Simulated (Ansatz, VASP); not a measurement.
## RbBr: VASP beside Ansatz

POSCAR

```
RbBr
1.0
    4.7710910955      0.0000000000      0.0000000000
   -2.3855455477      4.1318860925      0.0000000000
    0.0000000000      0.0000000000      8.4101528072
Rb Br
2 2
Direct
    0.0000000000      0.0000000000      0.0000000000
    0.0000000000      0.0000000000      0.5000000000
    0.3333333333      0.6666666667      0.2500000000
    0.6666666667      0.3333333333      0.7500000000
```

File INCAR.step1:

```
  ALGO = Normal
  EDIFF = 1E-4
  ENCUT = 520
  GGA = PE
  ISMEAR = 0
  LASPH = T
  LCHARG = F
  LREAL = F
  LWAVE = T
  NBANDS = 24
  NELM = 100
  PREC = Accurate
  SIGMA = 0.01
```

The input INCAR.step2:

```
  ALGO = Normal
  EDIFF = 1E-6
  ENCUT = 520
  ISIF = 2
  ISMEAR = 0
  ISTART = 1
  LASPH = T
  LCHARG = F
  LMIXTAU = T
  LREAL = F
  LWAVE = F
  METAGGA = R2SCAN
  NBANDS = 24
  NELM = 100
  PREC = Accurate
  SIGMA = 0.01
```

Contents of KPOINTS:

```
k-points
0
Gamma
  6 6 4
```

Input for Ansatz:

```yaml
crystal:
  lattice:
    - [4.7710910955, 0.0, 0.0]
    - [-2.3855455477, 4.1318860925, 0.0]
    - [0.0, 0.0, 8.4101528072]
  atoms:
    - { symbol: Rb, position: [0.0, 0.0, 0.0] }
    - { symbol: Rb, position: [0.0, 0.0, 0.5] }
    - { symbol: Br, position: [0.3333333333, 0.6666666667, 0.25] }
    - { symbol: Br, position: [0.6666666667, 0.3333333333, 0.75] }
kpoints:
  mp_grid: { grid: [6, 6, 4] }
  band_path:
    path:
      - [0.0, 0.0, 0.0]
      - [0.5, 0.0, 0.0]
      - [0.3333333333, 0.3333333333, 0.0]
      - [0.0, 0.0, 0.5]
      - [0.5, 0.0, 0.5]
      - [0.3333333333, 0.3333333333, 0.5]
    npoints: 1
hamiltonian:
  xc: r2scan
scf:
  occupations: { method: fixed }
  n_extra_bands: 5
output:
  forces: true
  stress: true
  eigenvalues: true
```

Alike in both runs: task single point; functional r2SCAN; k mesh 6 × 6 × 4; no spin polarisation.

```csv
,VASP,Ansatz
version,VASP 6.6.1,Ansatz 0.2.0
potentials or method,"VASP PAW PBE potentials, release 64 (Rb_sv, Br)","plane waves, PAW"
plane-wave cutoff (eV),520,500
occupations,"gaussian, width 0.01 eV",fixed
valence electrons in the cell,32,32
```

|  | VASP | Ansatz | Ansatz less VASP |
| --- | --- | --- | --- |
| gap on the k mesh at the Fermi level (eV) | 4.84 | 4.84 | 0.000 |
| pressure (GPa) | 0.0 | 0.0 | -0.02 |

Caveats: the PAW data sets were made with another functional, which shifts forces and pressure a little (VASP). A k mesh can miss the band edges. r2SCAN opens gaps a little over a GGA but as a rule still falls short of measured ones.
